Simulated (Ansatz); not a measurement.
# Ge3H (buck sheet): the cost of one run

Method: DFT PBE, scalar-relativistic, plane waves, PAW, in Ansatz 0.2.0.

2 further runs of the same task are left out: 2 set aside as unsound or not needed.

**1. The system as given**

It takes space group P-3m1 (No. 164, trigonal). The conventional cell has a = 4.044 Å, b = 4.044 Å, c = 24.793 Å, α = 90.00°, β = 90.00°, γ = 120.00°. Ge (site symmetry 3m) is surrounded by 3 Ge at 2.43 Å.

As a file:

```cif
data_structure
_symmetry_space_group_name_H-M 'P 1'
_symmetry_Int_Tables_number 1
_cell_length_a 4.0438
_cell_length_b 4.0438
_cell_length_c 24.7926
_cell_angle_alpha 90.000
_cell_angle_beta 90.000
_cell_angle_gamma 120.000
_cell_volume 351.11
loop_
_atom_site_label
_atom_site_type_symbol
_atom_site_fract_x
_atom_site_fract_y
_atom_site_fract_z
_atom_site_occupancy
Ge1 Ge 0.33333 0.66667 0.35935 1
Ge2 Ge 0.66667 0.33333 0.38669 1
```

This sheet was relaxed beforehand with the same method; its gap on the mesh is none (metal).

**2. The zigzag ribbon, N = 3 with H caps**

The ribbon is cut from the relaxed sheet, periodic along c; N counts formula units a period. The edge energy is the mean of both edges over the sheet, -4294.5052 eV an atom. Each H cap counts from half an H2 molecule (-15.872 eV in a separate run).

The cell holds 6 Ge, 2 H: a = 20.100 Å, b = 10.000 Å, c = 4.044 Å, α = 90.00°, β = 90.00°, γ = 90.00°.

**3. The relaxation run**

Pressure and volume refer to the whole cell with its vacuum; only the period along c may change.

input.yaml

```yaml
crystal:
  lattice:
    - [20.1, 0.0, 0.0]
    - [0.0, 10.0, 0.0]
    - [0.0, 0.0, 4.0438254713]
  atoms:
    - { symbol: Ge, position: [0.3548069823, 0.4661011531, 0.0] }
    - { symbol: Ge, position: [0.5290386035, 0.4661011531, 0.5] }
    - { symbol: Ge, position: [0.7032702248, 0.4661011531, 0.0] }
    - { symbol: Ge, position: [0.2967297752, 0.5338988469, 0.5] }
    - { symbol: Ge, position: [0.4709613965, 0.5338988469, 0.0] }
    - { symbol: Ge, position: [0.6451930177, 0.5338988469, 0.5] }
    - { symbol: H, position: [0.7768476424, 0.5090472544, 0.0] }
    - { symbol: H, position: [0.2231523576, 0.4909527456, 0.5] }
basis:
  ecutwfc: 420
kpoints:
  mp_grid: { grid: [1, 1, 22] }
hamiltonian:
  xc: pbe
scf:
  occupations: { method: gaussian, width: 0.05 }
output:
  forces: true
  stress: true
  eigenvalues: true
  populations: true
  write_density: true
  write_potential: true
  elf: true
  volumetric_format: npy
relax:
  adjacent_minimum: "off"
  f_tol: 0.02
  max_steps: 45
  cell: { fix: [a, b, alpha, beta, gamma], stress_tol: 0.03 }
```

Run with:

```console
$ ansatz run input.yaml --threads 4 --pin off --max-ram 11264MiB --backend cpu --events-out ev --progress --plain --runs-dir out
```

Q: Estimate wall time and peak memory on 4 threads of AMD EPYC (Zen 3), shared host.

About 2.2 min, with a peak of 1.6 GiB.
